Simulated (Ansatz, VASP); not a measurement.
## One calculation of Ge, two programs

```
Ge
1.0
     4.02406    0.00000    0.00000
    -2.01203    3.48494    0.00000
     0.00000    0.00000    6.64308
Ge
4
Direct
  0.33333 0.66667 0.93710
  0.66667 0.33333 0.43710
  0.33333 0.66667 0.56290
  0.66667 0.33333 0.06290
```

Change from the starting cell: volume scaled by 1.02.

Alike in both runs: task single point; functional PBEsol; k mesh 8 × 8 × 4; occupations fermi-dirac, width 0.05 eV; no spin polarisation.

|  | VASP | Ansatz |
| --- | --- | --- |
| version | VASP 6.6.1 | Ansatz 0.2.0 |
| potentials or method | VASP PAW PBE potentials, release 64 (Ge_d) | Ansatz PAW |
| plane-wave cutoff (eV) | 520 | 420 |
| valence electrons in the cell | 56 | 56 |

|  | VASP | Ansatz | Ansatz less VASP |
| --- | --- | --- | --- |
| gap on the k mesh at the Fermi level (eV) | 0.17 | 0.16 | -0.006 |
| least direct gap on the mesh (eV) | 0.25 | 0.24 | -0.006 |
| pressure (GPa) | -1.3 | -1.3 | +0.07 |
| largest component of the traceless stress (GPa) | 0.20 | 0.20 | +0.008 |

The functional is the same, so the differences come from potentials, cutoffs and numerics.

Caveats: the PAW data sets were made with another functional, which shifts forces and pressure a little (VASP); the PAW data sets come from PBE, with cores solved anew for the run's functional, which leaves a small shift of forces and pressure (Ansatz). A k mesh can miss the band edges.
